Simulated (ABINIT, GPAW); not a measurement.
Given: the input of a run of GPAW 26.7.0 (ASE script) on MoS2. Measurements of this composition are mostly on another form, of space group No. 194.

File run.py:

```python
from ase import Atoms
from ase.dft.bandgap import bandgap
from ase.io import write
from ase.units import GPa
from gpaw import GPAW, PW, setup_paths

setup_paths.insert(0, '.')

atoms = Atoms(['Mo', 'S', 'S'],
              cell=[[1.5855, 0.9153888518, 6.1149966667],
                    [-1.5855, 0.9153888518, 6.1149966667],
                    [0.0, -1.8307777036, 6.1149966667]],
              scaled_positions=[[0.0, 0.0, 0.0],
                                [0.25, 0.25, 0.25],
                                [0.75, 0.75, 0.75]],
              pbc=True)

calc = GPAW(mode=PW(600),
            xc='PBEsol',
            kpts={'size': (10, 10, 10), 'gamma': True},
            occupations={'name': 'fermi-dirac', 'width': 0.05},
            nbands=25,
            convergence={'density': 1e-05, 'energy': 1e-05},
            maxiter=150,
            txt='gpaw.txt')
atoms.calc = calc
energy = atoms.get_potential_energy()
forces = atoms.get_forces()
stress = atoms.get_stress()
calc.write('gs.gpw')
write('result.traj', atoms)
print(f'Energy: {energy:.6f} eV')
print('Forces (eV/A):')
print(forces.round(4))
print('Stress (GPa):', (stress / GPa).round(3))
print('Fermi level:', round(calc.get_fermi_level(), 4), 'eV')
print(f'Gap: {bandgap(calc)[0]:.4f} eV, direct: {bandgap(calc, direct=True)[0]:.4f} eV')
```

Potentials or basis: PAW data sets generated in the run's folder for this functional, pw.

Command:

```console
$ gpaw-setup -f PBEsol Mo S
$ OMP_NUM_THREADS=1 python run.py
```

Translate it to ABINIT 10.8.3 (patched build). Potentials or basis there: PseudoDojo NC SR PBEsol v0.4.1 standard, cutoff 1088 eV.

As run (cutoffs and basis follow the program's own potentials, and thresholds, step limits or extra output files can differ):

run.abi

```
# Pseudopotentials
pp_dirpath "./"
pseudos "Mo.upf, S.upf"

# Structure
acell 3*1.0
rprim
     2.9961607706     1.7298342274    11.5556689531
    -2.9961607706     1.7298342274    11.5556689531
     0.0000000000    -3.4596684549    11.5556689531
ntypat 2
znucl 42 16
natom 3
typat 1 2 2
xred
     0.0000000000     0.0000000000     0.0000000000
     0.2500000000     0.2500000000     0.2500000000
     0.7500000000     0.7500000000     0.7500000000

# Plane-wave basis
ecut 40.0

# k points
kptopt 1
ngkpt 10 10 10
nshiftk 1
shiftk 0.0 0.0 0.0

# Exchange and correlation
ixc -116133

# Bands and occupations
nband 17
occopt 3
tsmear 0.05 eV

# SCF cycle
nstep 100
tolvrs 1.0e-10

# Output
iomode 3
prtwf 0
prtden 0
prteig 0
prtebands 0
enunit 1
```

Potentials or basis: PseudoDojo NC SR PBEsol v0.4.1 standard.

Command:

```bash
$ abinit run.abi > log 2>&1
```

Both were run:

|  | GPAW | ABINIT |
| --- | --- | --- |
| Pressure | 2.7 GPa | 2.9 GPa |
| Largest force | 0.754 eV/Å | 0.768 eV/Å |

Pressure is positive in compression.
